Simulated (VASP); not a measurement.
Set up this calculation in VASP 6.6.1, as the native input.

- Task: relaxation of the atoms
- Functional: PBEsol
- Potentials or basis: VASP PAW PBE potentials, release 64 (Hf_pv, C)
- Cutoff: 520 eV
- k mesh: 8 × 8 × 4
- Occupations: gaussian, width 0.05 eV
- Spin: no spin polarisation
- Further INCAR settings: ALGO = Normal; EDIFF = 1e-07; IBRION = 2; EDIFFG = -0.02; NSW = 60

The structure of HfC lies in POSCAR:

```
HfC
1.0
    3.8906683800      0.0000000000      0.0000000000
   -1.9453341900      3.3694176600      0.0000000000
    0.0000000000      0.0000000000      6.3373305500
Hf C
2 2
Direct
    0.3333333300      0.6666666700      0.0000000000
    0.6666666700      0.3333333300      0.5000000000
    0.3333333300      0.6666666700      0.3700000000
    0.6666666700      0.3333333300      0.8700000000
```

The cell was built by a generator and needn't be a form met in nature.

The input as run:

INCAR

```
SYSTEM = HfC
PREC = Accurate ; ENCUT = 520
EDIFF = 1E-7 ; ISMEAR = 0
SIGMA = 0.05 ; LREAL = .FALSE.
LASPH = .TRUE. ; NELM = 80
ALGO = Normal ; ISIF = 2
LWAVE = .FALSE. ; LCHARG = .FALSE.
GGA = PS ; IBRION = 2
NSW = 60 ; EDIFFG = -0.02
```

KPOINTS

```
regular mesh
0
G
  8 8 4
  0 0 0
```

Potentials or basis: VASP PAW PBE potentials, release 64 (Hf_pv, C).

The run is started by

```sh
$ cat potpaw_PBE.64/Hf_pv/POTCAR potpaw_PBE.64/C/POTCAR > POTCAR
$ mpirun -np 1 vasp_std > vasp.out
```

It gave:

- Energy gained by relaxing: 12.8 meV/atom
- Ionic steps: 3
- Pressure after relaxing: -28.6 GPa
- Largest force after relaxing: 0.011 eV/Å
- Band gap on the k mesh: 1.07 eV, indirect (least direct gap 1.20 eV)

Caveat: a pressure of tens of GPa on the cell as given is suspect, and the run, the potentials or the cell itself is likely at fault; the PAW data sets were made with another functional, which shifts forces and pressure a little; spin-orbit coupling is left out, which moves the levels of the heavy elements.

Wall time 47 s on 1 thread of Intel(R) Xeon(R) 6975P-C (Granite Rapids), with other jobs on the host, peak memory 0.22 GiB.
